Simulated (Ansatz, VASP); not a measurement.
## WS2: VASP beside Ansatz

```
W S
1.0
     4.37654    0.00000    0.00000
    -2.18827    3.79020    0.00000
     0.00000    0.00000    4.95832
W S
1 2
Cartesian
  0.0000 0.0000 2.4792
  0.0000 2.5268 2.4792
  2.1883 1.2634 2.4792
```

Alike in both runs: functional PBE; k mesh 6 × 6 × 4; occupations gaussian, width 0.1 eV; collinear spin.

Ansatz relaxed the structure, and its values are those at the end. VASP's run is a single point on that final structure, the one shown.

|  | VASP | Ansatz |
| --- | --- | --- |
| version | VASP 6.6.1 | Ansatz 0.2.0 |
| potentials or method | VASP PAW PBE potentials, release 64 (W_sv, S) | scalar-relativistic, plane waves, PAW |
| plane-wave cutoff (eV) | 520 | 420 |
| valence electrons in the cell | 26 | 26 |

```csv
,VASP,Ansatz,Ansatz less VASP
gap on the k mesh at the Fermi level (eV),none,none,-
pressure (GPa),0.2,0.2,0.00
net moment per atom (μB),0.75,0.75,-0.001
size of the moment on the site where the two differ most (μB),1.70,1.37,-0.327
```

Site moments also hang on the region over which each program counts them. A gap of «none» marks a metal or a gap that the smearing closes. Ansatz warned: «no_starting_moments».

Caveats: this functional lacks dispersion, which binds the layers, so the pressure and a relaxed spacing across them are unreliable. The runs have no spin-orbit coupling, so splittings on W are missing.
